With HLE16, the GaP crystal appears to want to shrink violently: its pressure is −11 GPa, while no other functional goes beyond about 3 GPa in either direction. HLE16 also gives the band gap closest to experiment in size. Both results mislead, though for different reasons.

ABINIT 10.8.3, plane-wave Kohn–Sham DFT for GaP (space group F-43m, two-atom primitive cell) at one fixed geometry, without spin polarisation, spin–orbit coupling or a dispersion correction. All runs use an 8 × 8 × 8 k-point mesh and Fermi–Dirac occupations with a smearing width of 0.05 eV. Pressure is positive in compression.

```
functional                            potentials  wave cutoff  pressure (GPa)
       PBE  PseudoDojo-NC-SR-PBE-v0.4.1-standard   1088.46 eV           2.590
    PBEsol                      JTH-PAW-PBE-v2.0   544.228 eV          -0.430
      AM05                      JTH-PAW-PBE-v2.0   544.228 eV          -0.180
      BP86                      JTH-PAW-PBE-v2.0   544.228 eV           2.970
     HLE16                      JTH-PAW-PBE-v2.0   544.228 eV         -11.140
      PW91  PseudoDojo-NC-SR-PBE-v0.4.1-standard   1088.46 eV           2.500
```

All rows share one fixed cell with an edge of 5.45 Å, close to the measured lattice constant. The pressure therefore tells what each functional would do to the cell if it were released. A positive value means that the crystal would expand, a negative one that it would contract. A useful size to remember is that 1 GPa in GaP corresponds to about 0.4 % of the edge length.

**PBE: an edge about one percent too long**

A spring clamped at a fixed length is the simpler system to think of: the force on the clamp, divided by the stiffness, gives the change in length on release. For a crystal the stiffness is the bulk modulus B. The relative volume change is the pressure P divided by B, and each of the three edges takes a third of it, P/(3B). The picture holds for small changes only, because a real crystal stiffens when squeezed and softens when stretched.

For PBE, with a rough recalled B of 88 GPa, this gives 2.59/(3 × 88) ≈ 0.0098, or about 1 %. On the edge of 5.45 Å that is 0.05 Å. No cell was relaxed here, so the estimate is untested, and B itself shifts somewhat with the functional.

Whether 1 % matters depends on the purpose. GaP is grown on silicon because their lattice constants differ by only about 0.4 % (a rough recalled value). PBE's error is more than twice that mismatch, so a PBE cell of GaP must not be set against a measured silicon cell. If both crystals are relaxed with the same functional, part of the error cancels, but how much is not calculated here.

**PBEsol and AM05: the cell nearly right**

The next two rows pull inward weakly, by 0.43 and 0.18 GPa. The same estimate puts their edges within 0.2 % of the fixed cell, which is good enough for most structural work. Both runs use potentials made for PBE and a cutoff that was not tested, so their pressures may share a further shift of unknown size.

It would be wrong to prefer AM05 because it lies closer to zero. Real atoms vibrate, even at absolute zero, and their vibrations push the crystal outward by some tenths of a GPa, as a rough theoretical estimate. The calculation leaves this push out, so a perfect functional would show a slightly negative pressure at the measured cell. The 0.25 GPa between the two functionals is no larger than this correction and doesn't rank them.

**BP86: where the outward push comes from**

BP86 uses the same potentials and cutoff as PBEsol, yet its pressure is 3.4 GPa higher. This is the cleanest evidence in the table that the choice of functional moves the cell by more than a percent. The small difference between BP86 and PBE is less telling, because there the potentials change as well.

The runs show the shift but not its cause, for which theory supplies the usual reason. All these functionals correct the energy according to how steeply the electron density varies relative to its own size. When a crystal expands, the density between the atoms thins out and this relative steepness grows. A functional that strongly rewards steep density therefore favours a larger cell.

Accurate energies of free atoms need a strong reward, and BP86, PBE and PW91 provide one. PBEsol weakens it to suit the smoother density of solids, and AM05 reaches a similar result by combining models of a uniform electron gas and of a surface. The same ordering is well known for other common semiconductors. In a softer crystal, a given pressure means a larger error in length.

**HLE16: a good number for the wrong band structure**

HLE16 strengthens exchange in order to widen gaps, not to improve structures. Its potentials, like those of every row, were made for PBE, and here they are flagged as unfit because the functional is so strongly altered. The pressure of −11 GPa mixes both errors in unknown shares, so it should not be turned into a lattice constant. The inward sign is expected from the functional itself. HLE16 scales exchange up even where the density is uniform, and exchange lowers the energy more the closer the electrons are packed. The steepness argument above doesn't cover this pull.

The gaps from the same runs show the temptation. On the k-point mesh the other five functionals give 1.5 to 1.6 eV, some 0.7 to 0.8 eV below a rough measured value of 2.3 eV. Spin–orbit coupling and vibrations are missing, but both would narrow the gap further. The shortfall is the usual one for functionals of this kind, whose orbital energies lack the jump in potential that an added electron should feel.

HLE16 gives 2.28 eV, but as a direct gap, and the unfit potentials enter this result as well. In real GaP, and in the other five rows, the gap is indirect: the lowest empty state has a different crystal momentum from the highest filled one, so an electron can't drop across by emitting light alone. For a light-emitting diode this is the decisive property. An engineer who trusted the HLE16 result would take GaP for an efficient emitter without the help of dopants such as nitrogen.

The lattice error returns at this point. With PBE the direct gap lies only 0.17 eV above the indirect one, well short of a rough measured margin of half an eV. Stretching GaP is known to lower the direct gap strongly, while the empty states near the X point change far less and may even rise a little. A second indirect valley, at L, lies only 0.07 eV above the minimum in the PBEsol run and is expected to fall on stretching as well. Relaxing the cell with PBE could therefore use up that margin or move the minimum to another valley; this is not calculated here. Gaps are better computed on the measured cell or on one relaxed with PBEsol or AM05.

**PW91: the same answer as PBE, and what it costs**

PW91 differs from PBE by 0.09 GPa, or a few hundredths of a percent in edge length. PBE was built as a simpler form of much the same functional, so the agreement is no independent confirmation, and changing from one to the other gains nothing for the structure.

The real difference in cost lies in the potentials. PBE and PW91 were run with norm-conserving potentials at twice the cutoff of the PAW rows. The number of plane waves grows as the cutoff to the power 1.5, so these two runs carry about 2.8 times as many. PAW adds some work of its own around each atom, and neither cutoff was tested for convergence.

Among the functionals themselves the effort is similar, so the better cell from PBEsol or AM05 costs practically nothing extra. The effort is better spent on the gap, with a hybrid functional or a GW calculation on that cell. Both are far more expensive, but they address the error of 0.7 eV that no functional in this table removes while keeping the gap indirect. The printed output lists the pressure differences, the estimated edge changes and the gaps.

Output of the analysis:

```
PBE minus PW91 pressure within the norm-conserving set (GPa): 0.09
AM05 minus PBEsol pressure within the PAW set (GPa): 0.25
BP86 minus PBEsol pressure within the PAW set (GPa): 3.4
BP86 minus PBE pressure across the two sets (GPa): 0.38
estimated edge change for PBE (percent): 0.9811
estimated edge change for PW91 (percent): 0.947
estimated edge change for BP86 (percent): 1.125
estimated edge change for PBEsol (percent): -0.1629
estimated edge change for AM05 (percent): -0.06818
estimated edge change for PBE (angstrom): 0.05347
Gaps on the k mesh:
     row  smallest gap (eV)  smallest direct gap (eV)  direct less smallest (eV)
     PBE              1.645                     1.818                     0.1736
  PBEsol              1.515                     1.742                     0.2273
    AM05              1.598                     1.824                     0.2264
    BP86               1.64                     1.748                     0.1083
   HLE16               2.28                      2.28                          0
    PW91              1.633                     1.774                     0.1403
smallest shortfall of the five indirect gaps against a rough 2.3 eV (eV): 0.6554
largest shortfall of the five indirect gaps against a rough 2.3 eV (eV): 0.785
ratio of plane-wave numbers of norm-conserving to PAW runs: 2.828
```
